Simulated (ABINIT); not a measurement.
**PtSe2 (Sudovikovite): single point with PBEsol**

PtSe2 (Sudovikovite):

```
Pt Se
1.0
     3.72400    0.00000    0.00000
    -1.86200    3.22508    0.00000
     0.00000    0.00000    5.06200
Pt Se
1 2
Cartesian
  0.0000 0.0000 0.0000
  1.8620 1.0750 3.7965
  0.0000 2.1501 1.2655
```

- Program: ABINIT 10.8.3 (patched build)
- Task: single point
- Functional: PBEsol
- Potentials or basis: JTH PAW PBE v2.0
- Cutoff: 517 eV
- k mesh: 8 × 8 × 5
- Occupations: fermi-dirac, width 0.05 eV
- Spin: no spin polarisation

```yaml
Pressure: 2.8 GPa
Largest_force: 0.449 eV/Å
Band_gap_on_the_k_mesh: none (metal or under the smearing width)
```

Forces on the atoms (eV/Å):
```
Pt   0.000  0.000  0.000
Se   0.000  0.000 -0.449
Se   0.000  0.000  0.449
```

Stress tensor (GPa, compression positive):
```
3.35 0.00 0.00
0.00 3.35 0.00
0.00 0.00 1.65
```

Levels at points of the mesh, in eV from the Fermi level:
```tsv
k point	band 9	band 10	band 11	band 12	band 13	band 14
(0.00, 0.00, 0.00)	-1.08	-1.08	0.41	1.41	1.41	3.48
(0.50, 0.00, 0.00)	-3.53	-3.45	-3.02	0.60	2.32	4.70
```

It took 68 s on 1 thread of Arm Neoverse V1 (shared host), peak memory 0.14 GiB.

Caveat: the PAW data sets were made with another functional, which shifts forces and pressure a little; the atomic spheres overlap. Spin-orbit coupling is left out, which matters for the levels of Pt.
